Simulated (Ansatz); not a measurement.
Crystal: Ag.

```
Ag
1.0
    -1.65565    1.65565    1.65565
     1.65565   -1.65565    1.65565
     1.65565    1.65565   -1.65565
Ag
1
Direct
  0.00000 0.00000 0.00000
```

This isn't the form of Ag at room conditions, which is fcc.

| Property | Result |
| --- | --- |
| Program | Ansatz 0.2.0 |
| Task | relaxation of cell and atoms |
| Functional | BLYP |
| Dispersion | D3(BJ) |
| Potentials or basis | Ansatz PAW |
| Cutoff | 420 eV (not typed: the program's choice for these potentials) |
| k mesh | 11 × 11 × 11 |
| Occupations | fermi-dirac, width 0.05 eV |
| Spin | no spin polarisation |

At the start: volume 18.15 Å³/atom.

How do energy, volume and symmetry change on relaxing?

It ends after 5 steps and the volume is 17.07 Å³/atom (-6.0 %); space group Im-3m (No. 229, to 0.05 Å).

Step by step:
```tsv
step	energy change (eV)	largest force (eV/Å)	volume (Å³)
1	0.0000	0.0000	18.15
2	-0.0053	0.0000	16.22
3	-0.0205	0.0000	17.19
4	-0.0209	0.0000	17.07
5	-0.0204	0.0000	17.07
```

Final structure:
```
CELL_PARAMETERS angstrom
-1.62191 1.62191 1.62191
1.62191 -1.62191 1.62191
1.62191 1.62191 -1.62191
ATOMIC_POSITIONS crystal
Ag 0.00000 0.00000 0.00000
```

Caveat: the plane-wave basis is chosen anew once the cell has moved, so the energies of steps on either side of that aren't comparable; pairwise dispersion overbinds metals, which lowers pressure and volume; the PAW data sets come from PBE, with cores solved anew for the run's functional, which leaves a small shift of forces and pressure.
